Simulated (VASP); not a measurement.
# CdS (Hawleyite): accuracy against cost in the SCF solver and plane-wave cutoff, part 2 of 3

Aim: find what the SCF solver and plane-wave cutoff change for CdS (Hawleyite), and what they cost. The atoms are off their equilibrium sites, so that forces can be compared too. The series runs use PBE. The atoms of the start are displaced at random from the sites of a F-43m cell.

VASP 6.6.1; PBE; plane waves and PAW (Cd, S).

Still holding for the runs below: Spin-orbit coupling is off here; it would split degenerate levels.

So far. Step 5 (SCF solver: ALGO = All): Against the first of the series the energy stays within 0.01 meV an atom; the pressure moves by +0.02 GPa, after 14 cycles in 84 s. Step 6 (SCF solver: ALGO = Damped): Against the first of the series the energy stays within 0.01 meV an atom; the pressure moves by -0.04 GPa, after 20 cycles in 72 s.

### 7. SCF solver: AMIX = 0.1, BMIX = 0.01

File INCAR:

```
SYSTEM = CdS
PREC = Accurate
ENCUT = 400
EDIFF = 1E-06
NELM = 100
ISMEAR = -1
SIGMA = 0.05
LREAL = .FALSE.
ALGO = Normal
GGA = PE
NBANDS = 15
LORBIT = 11
LWAVE = .FALSE.
LCHARG = .FALSE.
KPAR = 2
ISIF = 2
AMIX = 0.1
BMIX = 0.01
```

File POSCAR:

```
CdS
1.0
    0.0000000000      2.9165000000      2.9165000000
    2.9165000000      0.0000000000      2.9165000000
    2.9165000000      2.9165000000      0.0000000000
Cd S
1 1
Direct
   -0.0103480000      0.0223960000     -0.0034000000
    0.2487080000      0.2471110000      0.2497450000
```

File KPOINTS:

```
Automatic mesh
0
Gamma
8 8 8
0 0 0
```

PAW data sets: Cd and S (PBE family, release 64).

Launch:

```
> mpirun -np 2 vasp_std
```

The program printed:

```text
[... set-up lines as in an earlier step ...]
 entering main loop
       N       E                     dE             d eps       ncg     rms          rms(c)
[... 5 cycles as in an earlier step ...]
DAV:   6    -0.641046851060E+01    0.23901E+00   -0.84757E-02 11935   0.380E+00    0.778E+00
DAV:   7    -0.609971036958E+01    0.31076E+00   -0.98684E-01 11376   0.116E+01    0.613E+00
DAV:   8    -0.611014100628E+01   -0.10431E-01   -0.22066E-01  9151   0.691E+00    0.903E-01
DAV:   9    -0.610038546427E+01    0.97555E-02   -0.25365E-02 10318   0.237E+00    0.644E-01
[...]
DAV:  13    -0.609978778960E+01   -0.37829E-05   -0.10428E-04  9662   0.150E-01    0.200E-02
DAV:  14    -0.609979143418E+01   -0.36446E-05   -0.15318E-05 10075   0.301E-02    0.211E-02
DAV:  15    -0.609979156056E+01   -0.12638E-06   -0.40936E-07  6014   0.475E-03
   1 F= -.60997916E+01 E0= -.60997915E+01  d E =-.107205E-06
```

The job ended after 89 s (2 MPI ranks of AMD EPYC 7R43, shared host; peak memory 0.44 GiB).

Parts of OUTCAR (step 7):

```text
  Total        0.9045910      0.9344484      0.9241256      0.3014791      0.4390119     -0.2001548
  in kB       29.2110326     30.1751866     29.8418447      9.7353561     14.1765633     -6.4633944
  external PRESSURE =      29.7426880 kB  Pullay stress =       0.0000000 kB

 POSITION                                       TOTAL-FORCE (eV/Angst)
 -----------------------------------------------------------------------------------
      2.97190      5.79290      2.95164        -0.308360      0.128367     -0.205995
      1.44908      1.45374      1.44606         0.308360     -0.128367      0.205995
 -----------------------------------------------------------------------------------
    total drift:                                0.000079     -0.000361      0.000612

  FREE ENERGIE OF THE ION-ELECTRON SYSTEM (eV)
  ---------------------------------------------------
  free  energy   TOTEN  =        -6.0997915606 eV

  energy  without entropy=       -6.0997914534  energy(sigma->0) =       -6.09979151

[... 2 parts as in an earlier step ...]

[... 1 further part left out ...]
[key lines of the parts left out:]
E-fermi :   1.9320
```

Against the first of the series the energy stays within 0.01 meV an atom and the pressure within 0.01 GPa, after 15 cycles in 89 s.

### 8. SCF solver: AMIX = 0.8

INCAR, as its differences from that of step 7:

```diff
@@ -16,3 +16,2 @@
 ISIF = 2
-AMIX = 0.1
-BMIX = 0.01
+AMIX = 0.8
```

POSCAR is that of step 7.

KPOINTS is that of step 7.

Launch:

```
> mpirun -np 2 vasp_std
```

The program printed:

```text
[... set-up lines as in an earlier step ...]
 entering main loop
       N       E                     dE             d eps       ncg     rms          rms(c)
[... 5 cycles as in an earlier step ...]
DAV:   6    -0.625181316096E+01    0.39766E+00   -0.33409E+00 11617   0.236E+01    0.778E+00
DAV:   7    -0.609372613783E+01    0.15809E+00   -0.70990E-01  9241   0.116E+01    0.322E+00
DAV:   8    -0.610185755322E+01   -0.81314E-02   -0.69786E-02  9046   0.225E+00    0.778E-01
DAV:   9    -0.609990776932E+01    0.19498E-02   -0.61347E-03  9522   0.830E-01    0.182E-01
DAV:  10    -0.609980694995E+01    0.10082E-03   -0.81493E-04  9564   0.319E-01    0.126E-01
DAV:  11    -0.609979088447E+01    0.16065E-04   -0.98255E-05 10145   0.148E-01    0.251E-02
DAV:  12    -0.609979191081E+01   -0.10263E-05   -0.69885E-06  9438   0.182E-02    0.774E-03
DAV:  13    -0.609979183694E+01    0.73875E-07   -0.20870E-07  5916   0.608E-03
   1 F= -.60997918E+01 E0= -.60997918E+01  d E =-.107228E-06
```

Wall time 72 s (2 MPI ranks); peak memory 0.44 GiB.

OUTCAR, selected parts (step 8):

```text
  Total        0.9044874      0.9343556      0.9240127      0.3007400      0.4379925     -0.1994810
  in kB       29.2076875     30.1721910     29.8381966      9.7114905     14.1436425     -6.4416348
  external PRESSURE =      29.7393584 kB  Pullay stress =       0.0000000 kB

 POSITION                                       TOTAL-FORCE (eV/Angst)
 -----------------------------------------------------------------------------------
      2.97190      5.79290      2.95164        -0.308447      0.128411     -0.206053
      1.44908      1.45374      1.44606         0.308447     -0.128411      0.206053
 -----------------------------------------------------------------------------------
    total drift:                               -0.000211     -0.000237      0.000409

  FREE ENERGIE OF THE ION-ELECTRON SYSTEM (eV)
  ---------------------------------------------------
  free  energy   TOTEN  =        -6.0997918369 eV

  energy  without entropy=       -6.0997917297  energy(sigma->0) =       -6.09979178

[... 2 parts as in an earlier step ...]

[... 1 further part left out ...]
[key lines of the parts left out:]
E-fermi :   1.9322
```

Against the first of the series the energy stays within 0.01 meV an atom and the pressure within 0.01 GPa, after 13 cycles in 72 s.

### 9. SCF solver: IMIX = 1, AMIX = 0.2

INCAR, as its differences from that of step 8:

```diff
@@ -16,2 +16,3 @@
 ISIF = 2
-AMIX = 0.8
+IMIX = 1
+AMIX = 0.2
```

POSCAR is that of step 8.

KPOINTS is that of step 8.

Launch:

```
> mpirun -np 2 vasp_std
```

The program printed:

```text
[... set-up lines as in an earlier step ...]
 entering main loop
       N       E                     dE             d eps       ncg     rms          rms(c)
[... 5 cycles as in an earlier step ...]
DAV:   6    -0.629771854297E+01    0.35176E+00   -0.22085E-01 11788   0.616E+00    0.727E+00
DAV:   7    -0.617269945993E+01    0.12502E+00   -0.12529E-01  9991   0.327E+00    0.627E+00
DAV:   8    -0.612855961804E+01    0.44140E-01   -0.40170E-02 10019   0.166E+00    0.533E+00
DAV:   9    -0.611156284323E+01    0.16997E-01   -0.10707E-02  9557   0.840E-01    0.435E+00
[...]
DAV:  32    -0.609978754664E+01   -0.15036E-05   -0.20399E-07  6119   0.327E-03    0.181E-02
DAV:  33    -0.609978866686E+01   -0.11202E-05   -0.14887E-07  5734   0.275E-03    0.143E-02
DAV:  34    -0.609978949958E+01   -0.83272E-06   -0.10840E-07  5076   0.231E-03
   1 F= -.60997895E+01 E0= -.60997894E+01  d E =-.107913E-06
```

Run time: 2.7 min. Hardware: 2 MPI ranks; peak memory 0.43 GiB.

From OUTCAR (step 9):

```text
  Total        0.9066395      0.9364930      0.9261562      0.3006471      0.4378629     -0.1994241
  in kB       29.2771829     30.2412100     29.9074143      9.7084900     14.1394583     -6.4397976
  external PRESSURE =      29.8086024 kB  Pullay stress =       0.0000000 kB

 POSITION                                       TOTAL-FORCE (eV/Angst)
 -----------------------------------------------------------------------------------
      2.97190      5.79290      2.95164        -0.308504      0.128432     -0.206093
      1.44908      1.45374      1.44606         0.308504     -0.128432      0.206093
 -----------------------------------------------------------------------------------
    total drift:                               -0.000120     -0.000269      0.000475

  FREE ENERGIE OF THE ION-ELECTRON SYSTEM (eV)
  ---------------------------------------------------
  free  energy   TOTEN  =        -6.0997894996 eV

  energy  without entropy=       -6.0997893917  energy(sigma->0) =       -6.09978945

[... 2 parts as in an earlier step ...]

[... 1 further part left out ...]
[key lines of the parts left out:]
E-fermi :   1.9312
```

Against the first of the series the energy stays within 0.01 meV an atom; the pressure moves by +0.01 GPa, after 34 cycles in 2.7 min.

### 10. The SCF solver series as a table

This step: convergence of PBE results with the solver; plane waves and PAW (VASP 6.6.1).

No new run; the numbers come from the runs before.

Differences are taken from the run with ALGO = Normal. Results of the series, by row:

```tsv
setting	status	energy less the reference (meV/atom)	pressure (GPa)	largest force difference (meV/Å)	gap (eV)	SCF cycles	wall time (s)
ALGO = Normal	converged	0	2.972	0	1.141	14	92
ALGO = Fast	converged	2.25e-4	2.989	0.118	1.141	13	81
ALGO = VeryFast	converged	7.00e-5	2.984	0.08	1.141	20	96
ALGO = All	converged	1.55e-4	2.991	0.097	1.141	14	84
ALGO = Damped	converged	2.50e-4	2.929	0.327	1.141	20	72
AMIX = 0.1, BMIX = 0.01	converged	1.65e-4	2.974	0.171	1.141	15	89
AMIX = 0.8	converged	3.00e-5	2.974	0.084	1.141	13	72
IMIX = 1, AMIX = 0.2	converged	0.001195	2.981	0.027	1.14	34	163
```

### 11. Plane-wave cutoff: ENCUT = 160

This step: PBE; plane waves and PAW (Cd, S) (VASP 6.6.1).

The basis grows with ENCUT, and energy and stress both move with it.

INCAR, as its differences from that of step 9:

```diff
@@ -2,3 +2,3 @@
 PREC = Accurate
-ENCUT = 400
+ENCUT = 160
 EDIFF = 1E-06
@@ -16,3 +16 @@
 ISIF = 2
-IMIX = 1
-AMIX = 0.2
```

POSCAR is that of step 9.

KPOINTS is that of step 9.

Launch:

```
> mpirun -np 2 vasp_std
```

The program printed:

```text
[... set-up lines as in an earlier step ...]
 entering main loop
       N       E                     dE             d eps       ncg     rms          rms(c)
DAV:   1     0.336552745269E+02    0.33655E+02   -0.50574E+03  9097   0.422E+02
DAV:   2    -0.297406659426E+01   -0.36629E+02   -0.35558E+02  9991   0.119E+02
DAV:   3    -0.356215529759E+01   -0.58809E+00   -0.58767E+00  9011   0.144E+01
DAV:   4    -0.356457263240E+01   -0.24173E-02   -0.24172E-02 10495   0.970E-01
DAV:   5    -0.356458872890E+01   -0.16096E-04   -0.16097E-04  8948   0.691E-02    0.394E+01
DAV:   6    -0.974645618753E+00    0.25899E+01   -0.51223E+00  8423   0.297E+01    0.158E+01
DAV:   7    -0.846175920404E+00    0.12847E+00   -0.98988E-01  9116   0.878E+00    0.491E+00
DAV:   8    -0.850226723365E+00   -0.40508E-02   -0.48952E-02  8696   0.150E+00    0.776E-01
DAV:   9    -0.849518175467E+00    0.70855E-03   -0.31730E-03  9235   0.352E-01    0.308E-01
DAV:  10    -0.849630492689E+00   -0.11232E-03   -0.88807E-04  9060   0.164E-01    0.569E-02
DAV:  11    -0.849664262915E+00   -0.33770E-04   -0.46341E-05  9305   0.432E-02    0.329E-02
DAV:  12    -0.849672710140E+00   -0.84472E-05   -0.12470E-05  8927   0.210E-02    0.133E-02
DAV:  13    -0.849673694009E+00   -0.98387E-06   -0.16650E-06  9935   0.910E-03
   1 F= -.84967369E+00 E0= -.84967356E+00  d E =-.258339E-06
```

It took 29 s on 2 MPI ranks; peak memory 0.21 GiB; 56 s of CPU time.

From OUTCAR (step 11):

```text
   ENCUT  =  160.0 eV  11.76 Ry    3.43 a.u.   4.25  4.25  4.25*2*pi/ulx,y,z

   NELECT =      18.0000    total number of electrons

 E-fermi :   1.7632

 k-point     1 :       0.0000    0.0000    0.0000
  band No.  band energies     occupation
    ...
      5      -7.9831      2.00000
      6      -7.9821      2.00000
      7       1.0258      2.00000
      8       1.0561      2.00000
      9       1.1351      1.99999
     10       2.2556      0.00011
     11       7.8369      0.00000
     12       7.8546      0.00000
     13       7.8770      0.00000
     14      12.3726      0.00000
    ...

  Total      -61.4649586    -61.4289278    -61.4411763      0.3484894      0.5016292     -0.2338971
  in kB    -1984.8250761  -1983.6615702  -1984.0570973     11.2534124     16.1986001     -7.5530000
  external PRESSURE =   -1984.1812479 kB  Pullay stress =       0.0000000 kB

 POSITION                                       TOTAL-FORCE (eV/Angst)
 -----------------------------------------------------------------------------------
      2.97190      5.79290      2.95164        -0.359560      0.144419     -0.238569
      1.44908      1.45374      1.44606         0.359560     -0.144419      0.238569
 -----------------------------------------------------------------------------------
    total drift:                                0.001088     -0.000207     -0.000874

  FREE ENERGIE OF THE ION-ELECTRON SYSTEM (eV)
  ---------------------------------------------------
  free  energy   TOTEN  =        -0.8496736940 eV

  energy  without entropy=       -0.8496734357  energy(sigma->0) =       -0.84967356

[... 5 parts as in an earlier step ...]

[... 11 further parts left out ...]
```

This step gave:

```yaml
scf_cycles: 13
free_energy_toten: -0.8497 eV
fermi_energy: 1.763 eV
pressure: -198.4 GPa
valence_top_at_k: 0, 0, 0.125
gap_on_the_k_mesh: 1.114 eV
least_direct_gap_on_the_k_mesh: 1.120 eV
```

The series starts at -0.4248 eV an atom and -198.42 GPa, after 13 cycles in 29 s.

### 12. Plane-wave cutoff: ENCUT = 210

INCAR, as its differences from that of step 11:

```diff
@@ -2,3 +2,3 @@
 PREC = Accurate
-ENCUT = 160
+ENCUT = 210
 EDIFF = 1E-06
```

POSCAR is that of step 11.

KPOINTS is that of step 11.

Launch:

```
> mpirun -np 2 vasp_std
```

The program printed:

```text
[... set-up lines as in an earlier step ...]
 entering main loop
       N       E                     dE             d eps       ncg     rms          rms(c)
DAV:   1     0.448706958898E+02    0.44871E+02   -0.58296E+03  8846   0.524E+02
DAV:   2    -0.534255074508E+01   -0.50213E+02   -0.48883E+02  9844   0.156E+02
DAV:   3    -0.636834347333E+01   -0.10258E+01   -0.10247E+01  9116   0.216E+01
DAV:   4    -0.637389238046E+01   -0.55489E-02   -0.55486E-02 10460   0.164E+00
[...]
DAV:  11    -0.573126036555E+01   -0.13120E-04   -0.21763E-05  9788   0.475E-02    0.753E-03
DAV:  12    -0.573126241415E+01   -0.20486E-05   -0.32139E-06  9039   0.108E-02    0.279E-03
DAV:  13    -0.573126269539E+01   -0.28124E-06   -0.54051E-07  7225   0.683E-03
   1 F= -.57312627E+01 E0= -.57312626E+01  d E =-.123457E-06
```

Elapsed: 26 s, on 2 MPI ranks; peak memory 0.25 GiB; 50 s of CPU time.

OUTCAR, selected parts (step 12):

```text
  Total      -10.2761291    -10.2463459    -10.2565814      0.3106999      0.4515530     -0.2062207
  in kB     -331.8365310   -330.8747733   -331.2052976     10.0331129     14.5815397     -6.6592745
  external PRESSURE =    -331.3055340 kB  Pullay stress =       0.0000000 kB

 POSITION                                       TOTAL-FORCE (eV/Angst)
 -----------------------------------------------------------------------------------
      2.97190      5.79290      2.95164        -0.299067      0.123915     -0.199323
      1.44908      1.45374      1.44606         0.299067     -0.123915      0.199323
 -----------------------------------------------------------------------------------
    total drift:                               -0.000035      0.000439      0.000533

  FREE ENERGIE OF THE ION-ELECTRON SYSTEM (eV)
  ---------------------------------------------------
  free  energy   TOTEN  =        -5.7312626954 eV

  energy  without entropy=       -5.7312625719  energy(sigma->0) =       -5.73126263

[... 1 part as in an earlier step ...]

[... 2 further parts left out ...]
[key lines of the parts left out:]
E-fermi :   1.9191
```

Against the run before the energy moves by -2440.79 meV an atom and the pressure by +165.29 GPa, after 13 cycles in 26 s.

### 13. Plane-wave cutoff: ENCUT = 250

INCAR, as its differences from that of step 12:

```diff
@@ -2,3 +2,3 @@
 PREC = Accurate
-ENCUT = 210
+ENCUT = 250
 EDIFF = 1E-06
```

POSCAR is that of step 12.

KPOINTS is that of step 12.

Launch:

```
> mpirun -np 2 vasp_std
```

The program printed:

```text
[... set-up lines as in an earlier step ...]
 entering main loop
       N       E                     dE             d eps       ncg     rms          rms(c)
DAV:   1     0.582436691982E+02    0.58244E+02   -0.63185E+03  8548   0.606E+02
DAV:   2    -0.500241112454E+01   -0.63246E+02   -0.61276E+02  9865   0.185E+02
DAV:   3    -0.661073309922E+01   -0.16083E+01   -0.16064E+01  9270   0.299E+01
DAV:   4    -0.662023815407E+01   -0.95051E-02   -0.95044E-02 10390   0.226E+00
[...]
DAV:  11    -0.606805801592E+01   -0.67380E-04   -0.10246E-04  9173   0.823E-02    0.165E-02
DAV:  12    -0.606805074819E+01    0.72677E-05   -0.20156E-05  9816   0.494E-02    0.647E-03
DAV:  13    -0.606805132406E+01   -0.57587E-06   -0.26368E-06  8787   0.970E-03
   1 F= -.60680513E+01 E0= -.60680513E+01  d E =-.115486E-06
```

Wall time 37 s (2 MPI ranks); peak memory 0.29 GiB.

From OUTCAR (step 13):

```text
  Total       -0.8253571     -0.7962282     -0.8064397      0.2972504      0.4337943     -0.1963667
  in kB      -26.6524118    -25.7117821    -26.0415330      9.5988024     14.0080761     -6.3410705
  external PRESSURE =     -26.1352423 kB  Pullay stress =       0.0000000 kB

 POSITION                                       TOTAL-FORCE (eV/Angst)
 -----------------------------------------------------------------------------------
      2.97190      5.79290      2.95164        -0.302953      0.126270     -0.203144
      1.44908      1.45374      1.44606         0.302953     -0.126270      0.203144
 -----------------------------------------------------------------------------------
    total drift:                                0.000093      0.000610     -0.000622

  FREE ENERGIE OF THE ION-ELECTRON SYSTEM (eV)
  ---------------------------------------------------
  free  energy   TOTEN  =        -6.0680513241 eV

  energy  without entropy=       -6.0680512086  energy(sigma->0) =       -6.06805127

[... 1 part as in an earlier step ...]

[... 2 further parts left out ...]
[key lines of the parts left out:]
E-fermi :   1.9315
```

Against the run before the energy moves by -168.39 meV an atom and the pressure by +30.52 GPa, after 13 cycles in 37 s.

### 14. Plane-wave cutoff: ENCUT = 270

INCAR, as its differences from that of step 13:

```diff
@@ -2,3 +2,3 @@
 PREC = Accurate
-ENCUT = 250
+ENCUT = 270
 EDIFF = 1E-06
```

POSCAR is that of step 13.

KPOINTS is that of step 13.

Launch:

```
> mpirun -np 2 vasp_std
```

The program printed:

```text
[... set-up lines as in an earlier step ...]
 entering main loop
       N       E                     dE             d eps       ncg     rms          rms(c)
DAV:   1     0.643208244702E+02    0.64321E+02   -0.65138E+03  8472   0.644E+02
DAV:   2    -0.471716623110E+01   -0.69038E+02   -0.66732E+02  9844   0.197E+02
DAV:   3    -0.662630066082E+01   -0.19091E+01   -0.19067E+01  9368   0.337E+01
DAV:   4    -0.663747791329E+01   -0.11177E-01   -0.11177E-01 10327   0.250E+00
[...]
DAV:  11    -0.608756207530E+01   -0.73883E-04   -0.12004E-04  9151   0.873E-02    0.190E-02
DAV:  12    -0.608755462215E+01    0.74531E-05   -0.21834E-05  9753   0.567E-02    0.786E-03
DAV:  13    -0.608755547048E+01   -0.84832E-06   -0.33191E-06  8934   0.109E-02
   1 F= -.60875555E+01 E0= -.60875554E+01  d E =-.111053E-06
```

Wall time 37 s (2 MPI ranks); peak memory 0.31 GiB; 72 s of CPU time.

From OUTCAR (step 14):

```text
  Total        0.4713323      0.5004696      0.4902555      0.2979657      0.4341967     -0.1974180
  in kB       15.2202525     16.1611534     15.8313196      9.6219010     14.0210711     -6.3750184
  external PRESSURE =      15.7375752 kB  Pullay stress =       0.0000000 kB

 POSITION                                       TOTAL-FORCE (eV/Angst)
 -----------------------------------------------------------------------------------
      2.97190      5.79290      2.95164        -0.306307      0.128175     -0.205620
      1.44908      1.45374      1.44606         0.306307     -0.128175      0.205620
 -----------------------------------------------------------------------------------
    total drift:                                0.000091      0.000613     -0.000626

  FREE ENERGIE OF THE ION-ELECTRON SYSTEM (eV)
  ---------------------------------------------------
  free  energy   TOTEN  =        -6.0875554705 eV

  energy  without entropy=       -6.0875553594  energy(sigma->0) =       -6.08755541

[... 1 part as in an earlier step ...]

[... 2 further parts left out ...]
[key lines of the parts left out:]
E-fermi :   1.9315
```

Against the run before the energy moves by -9.75 meV an atom and the pressure by +4.19 GPa, after 13 cycles in 37 s.

[end of part 2 of 3]

[Lines on the potential files, build, host, timing and source positions are cut from VASP's logs without a mark.]

[Logs are printed without paths, hosts, clocks, repeated set-up lines and the standing remarks that a program may print on its own settings, such as how far it seeks lower states.]

[Hosts, paths, dates, database ids (printed as entryN), source tags and the programs' standing remarks are cut or masked in the printed files.]

[A measured line is paired with the nearest computed mode of its activity, which favours agreement.]

[In band tables of VASP the shares of atoms and orbitals are scaled to a sum of 1 inside the atoms' spheres.]
